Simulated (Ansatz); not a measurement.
**Cd: one candidate structure**

Where does Cd go from the start given, O type (C2/m, No. 12)?

Program: Ansatz 0.2.0. Level of theory: DFT PBE, scalar-relativistic, plane waves, PAW. These are calculated values, not measurements.

### 1 The starting structure

The structure is monoclinic, space group C2/m (No. 12). Conventional cell: a = 10.927 Å, b = 7.723 Å, c = 5.088 Å, α = 90.00°, β = 116.30°, γ = 90.00°. Cd (site symmetry m) has 1 Cd at 1.64 Å as nearest neighbours. Around Cd (site symmetry 1) lie 1 Cd at 1.65 Å.

Coordinates:

```cif
data_structure
_symmetry_space_group_name_H-M 'C2/m'
_symmetry_Int_Tables_number 12
_cell_length_a 10.9265
_cell_length_b 7.7226
_cell_length_c 5.0876
_cell_angle_alpha 90.000
_cell_angle_beta 116.300
_cell_angle_gamma 90.000
_cell_volume 384.86
loop_
_atom_site_label
_atom_site_type_symbol
_atom_site_symmetry_multiplicity
_atom_site_Wyckoff_symbol
_atom_site_fract_x
_atom_site_fract_y
_atom_site_fract_z
_atom_site_occupancy
Cd1 Cd 4 i 0.82600 0.00000 0.17400 1
Cd2 Cd 4 i 0.24800 0.00000 0.18600 1
Cd3 Cd 8 j 0.53600 0.76690 0.18100 1
```

(A quick probe on a coarse mesh, which set the mesh and smearing, is not shown.)

### 3 Coarse relaxation

File input.yaml:

```yaml
crystal:
  lattice:
    - [5.4632639691, -3.8613006195, 0.0]
    - [5.4632639691, 3.8613006195, 0.0]
    - [-2.2541824714, 0.0, 4.5609822756]
  atoms:
    - { symbol: Cd, position: [0.826, 0.826, 0.174] }
    - { symbol: Cd, position: [0.174, 0.174, 0.826] }
    - { symbol: Cd, position: [0.248, 0.248, 0.186] }
    - { symbol: Cd, position: [0.752, 0.752, 0.814] }
    - { symbol: Cd, position: [0.7691, 0.3029, 0.181] }
    - { symbol: Cd, position: [0.6971, 0.2309, 0.819] }
    - { symbol: Cd, position: [0.2309, 0.6971, 0.819] }
    - { symbol: Cd, position: [0.3029, 0.7691, 0.181] }
basis:
  ecutwfc: 420
kpoints:
  mp_grid: { grid: [4, 4, 4] }
hamiltonian:
  xc: pbe
scf:
  occupations: { method: gaussian, width: 0.1 }
  lower_state_search: "off"
output:
  forces: true
  stress: true
  eigenvalues: true
relax:
  adjacent_minimum: "off"
  f_tol: 0.04
  max_steps: 70
  cell: { stress_tol: 0.4 }
```

Further runs follow: the relaxation.

Before running it: what results should come out?

The runs gave:

| quantity | value |
| --- | --- |
| cell (conventional) | a = 4.953 Å, b = 3.970 Å, c = 2.943 Å, α = 90.00°, β = 126.27°, γ = 90.00° |
| space group | C2/m (No. 12) |
| volume | 23.33 Å³/atom |
| gap on the mesh | none (metal) |

The space group stayed C2/m, and from the first guess the volume went from 24.05 to 23.33 Å³/atom. Where forces pass 15 eV/Å atoms stand far too close, the PAW spheres overlap strongly and those numbers are rough.
